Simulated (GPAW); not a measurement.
**Ga: relaxation of cell and atoms with PBEsol+D3(BJ)+ATM**

The system is Ga.

```
Ga
1.0
     3.81696   -2.32663    0.00000
     3.81696    2.32663    0.00000
     0.00000    0.00000    4.48825
Ga
4
Direct
  0.66555 0.00969 0.25000
  0.00969 0.66555 0.75000
  0.33445 0.99031 0.75000
  0.99031 0.33445 0.25000
```

This isn't the form of Ga at room conditions, which is orthorhombic.

```yaml
Program: GPAW 26.7.0
Task: relaxation of cell and atoms
Functional: PBEsol
Dispersion: D3(BJ)+ATM
Potentials_or_basis: PAW data sets generated in the run's folder for this functional
Cutoff: 600 eV
Basis: pw
k_mesh: 6 × 6 × 5
Occupations: fermi-dirac, width 0.05 eV
Spin: no spin polarisation
Maxiter: 150
Optimizer: BFGS
Fmax: 0.02 eV/Å
Max_steps: 60
Convergence: density=1e-05 forces=0.0001
```

```yaml
Relaxed_volume: 19.24 Å³/atom
Relaxed_cell: a = 4.451 Å, b = 4.451 Å, c = 4.471 Å, α = 90.00°, β = 90.00°, γ = 60.34°
Space_group_after_relaxing_to_0.05_Å: Cmcm (No. 63)
Energy_gained_by_relaxing: 7.4 meV/atom
Ionic_steps: 16
Pressure_after_relaxing: 0.0 GPa
Largest_force_after_relaxing: 0.005 eV/Å
Band_gap_on_the_k_mesh: none (metal or under the smearing width)
Dispersion_energy_per_atom: -0.278 eV
```

Forces on the atoms (eV/Å):
```
Ga  -0.002  0.004  0.000
Ga  -0.002 -0.004  0.000
Ga   0.002 -0.004  0.000
Ga   0.002  0.004  0.000
```

Stress tensor (GPa, compression positive):
```
-0.09  0.00  0.00
 0.00  0.01  0.00
 0.00  0.00  0.02
```

The path:
```tsv
step	energy change (eV)	largest force (eV/Å)	pressure (GPa)	volume (Å³)
1	0.0000	0.0399	-1.48	79.72
2	-0.0018	0.0405	-1.37	79.56
3	-0.0152	0.0727	0.47	77.13
4	-0.0158	0.0643	0.37	77.24
5	-0.0195	0.0567	-0.03	77.60
6	-0.0222	0.1017	-0.09	77.55
7	-0.0255	0.1259	0.01	77.25
8	-0.0273	0.0947	0.13	76.99
9	-0.0283	0.0276	0.15	76.92
10	-0.0286	0.0143	0.05	77.03
11	-0.0287	0.0181	-0.03	77.12
12	-0.0288	0.0185	-0.11	77.19
13	-0.0291	0.0155	-0.18	77.24
14	-0.0294	0.0081	-0.20	77.20
15	-0.0296	0.0037	-0.11	77.07
16	-0.0296	0.0047	-0.02	76.96
```

Final structure:
```
Ga
1.0
     3.84788   -2.23687    0.00000
     3.84788    2.23687    0.00000
     0.00000    0.00000    4.47052
Ga
4
Direct
  0.65623 0.02514 0.25000
  0.02514 0.65623 0.75000
  0.34377 0.97486 0.75000
  0.97486 0.34377 0.25000
```

Levels at points of the mesh, in eV from the Fermi level:
| k point | band 4 | band 5 | band 6 | band 7 | band 8 | band 9 |
| --- | --- | --- | --- | --- | --- | --- |
| (0.00, 0.00, 0.00) | -2.38 | -1.96 | -1.42 | 0.46 | 0.95 | 2.06 |
| (0.50, 0.00, 0.00) | -3.39 | -1.37 | -0.47 | -0.45 | -0.31 | 3.56 |
| (0.50, 0.50, 0.00) | -3.04 | -2.02 | -1.95 | 0.39 | 1.01 | 3.45 |

Wall time 8.9 min on 1 thread of Arm Neoverse V1 (shared host), peak memory 0.33 GiB.

Caveat: later steps reuse the first step's grids; pairwise dispersion overbinds metals, which lowers pressure and volume.
